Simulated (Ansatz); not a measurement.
CoO:

```xyz
2
Lattice="-1.5080 1.5080 2.1072 1.5080 -1.5080 2.1072 1.5080 1.5080 -2.1072" Properties=species:S:1:pos:R:3 pbc="T T T"
Co    0.0000    0.0000    0.0000
O     0.0000    0.0000    2.1072
```

Alike in all runs: program Ansatz 0.2.0; functional PBEsol; potentials or basis Ansatz PAW; cutoff 420 eV (not typed: the program's choice for these potentials); k mesh 12 × 12 × 12; occupations fermi-dirac, width 0.05 eV.

Starts and where they ended:

```csv
start,free energy over the lowest (meV/atom),net moment (μB),site or absolute moments (μB),gap
no spin polarisation,240.6,-,-,none (metal or under the smearing width)
"collinear spin, ferromagnetic start of up to 3.5 μB",0.0,2.94,Co +2.48; O +0.34,none (metal or under the smearing width)
"collinear spin, ferromagnetic start of up to 2 μB",0.0,2.94,Co +2.48; O +0.34,none (metal or under the smearing width)
"collinear spin, random start of up to 1.71 μB",0.0,2.94,Co +2.48; O +0.34,none (metal or under the smearing width)
```

Allowing spin polarisation gains 241 meV/atom. A still lower state may exist.

Caveats: semilocal functionals often make such compounds metallic where correlation or magnetic order opens a gap, which also shifts bond lengths; a cell with one magnetic atom can't hold antiferromagnetic order, which such compounds often take (some runs); an odd number of electrons without spin polarisation forces a metal (some runs); a magnetic or distorted state may lie lower (some runs).
